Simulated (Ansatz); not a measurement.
Relaxing TaSi2

Method: Ansatz, DFT PBEsol, scalar-relativistic, plane waves, PAW. Run with 420 eV cutoff, 12×12×6 k-mesh, Gaussian smearing of 0.10 eV, no spin polarisation.

What was changed: relaxed at 20 GPa.

Spin–orbit coupling is left out, which can shift energies with elements as heavy as these.

Other phases may be more stable at this pressure.

Command:

```bash
ansatz run input.yaml --threads 2 --pin off --max-ram 5120MiB --backend cpu --events-out ev --progress --plain --runs-dir out
```

Input:

```yaml
crystal:
  lattice:
    - [4.6176673791, 0.0, 0.0]
    - [-2.3088336896, 3.9990172566, 0.0]
    - [0.0, 0.0, 6.3893645258]
  atoms:
    - { symbol: Ta, position: [0.5, 0.0, 0.0] }
    - { symbol: Ta, position: [0.5, 0.5, 0.6666666667] }
    - { symbol: Ta, position: [0.0, 0.5, 0.3333333333] }
    - { symbol: Si, position: [0.159419989, 0.318839978, 0.0] }
    - { symbol: Si, position: [0.840580011, 0.159419989, 0.6666666667] }
    - { symbol: Si, position: [0.681160022, 0.840580011, 0.3333333333] }
    - { symbol: Si, position: [0.840580011, 0.681160022, 0.0] }
    - { symbol: Si, position: [0.159419989, 0.840580011, 0.6666666667] }
    - { symbol: Si, position: [0.318839978, 0.159419989, 0.3333333333] }
basis:
  ecutwfc: 420
kpoints:
  mp_grid: { grid: [12, 12, 6] }
hamiltonian:
  xc: pbesol
scf:
  occupations: { method: gaussian, width: 0.1 }
output:
  forces: true
  stress: true
  eigenvalues: true
relax:
  adjacent_minimum: "off"
  f_tol: 0.008
  max_steps: 50
  cell: { stress_tol: 0.08, p_target: 20.0 }
```

F is the free energy. Steps run on the plane waves of an earlier cell, but the last one, and at times one on the way, on a freshly chosen basis, so a repeated geometry can differ a little in energy. The relaxation lowers the enthalpy F + PV at the target pressure, so F itself can rise.

Steps:

```csv
step,F − F(1) (eV),largest force component (eV/Å),V (Å³/atom),P (GPa)
1,0.0000,0.009,13.110,20.53
2,-0.0306,0.017,13.135,19.87
3,-0.0237,0.003,13.129,20.02
4,-0.0238,0.003,13.129,20.02
```

Relaxed structure:

```xyz
9
Lattice="4.6144 0.0000 0.0000 -2.3072 3.9962 0.0000 0.0000 0.0000 6.4080" Properties=species:S:1:pos:R:3 pbc="T T T"
Ta    2.3072    0.0000    0.0000
Ta    1.1536    1.9981    4.2720
Ta   -1.1536    1.9981    2.1360
Si    0.0000    1.2754    0.0000
Si    3.5098    0.6377    4.2720
Si    1.2026    3.3585    2.1360
Si    2.3072    2.7207    0.0000
Si   -1.2026    3.3585    4.2720
Si    1.1046    0.6377    2.1360
```

The structure is hexagonal, space group P6_422 (No. 181). Conventional cell: a = 4.614 Å, b = 4.614 Å, c = 6.408 Å, α = 90.00°, β = 90.00°, γ = 120.00°. Ta (site symmetry 222) has 10 Si at 2.53 to 2.72 Å as nearest neighbours. Si (site symmetry 2) has 5 Si at 2.49 to 2.72 Å and 5 Ta at 2.53 to 2.72 Å as nearest neighbours.

The run converged. Time: 77 s on 2 threads of Arm Neoverse V1, with other jobs on the host, peak memory 0.57 GiB.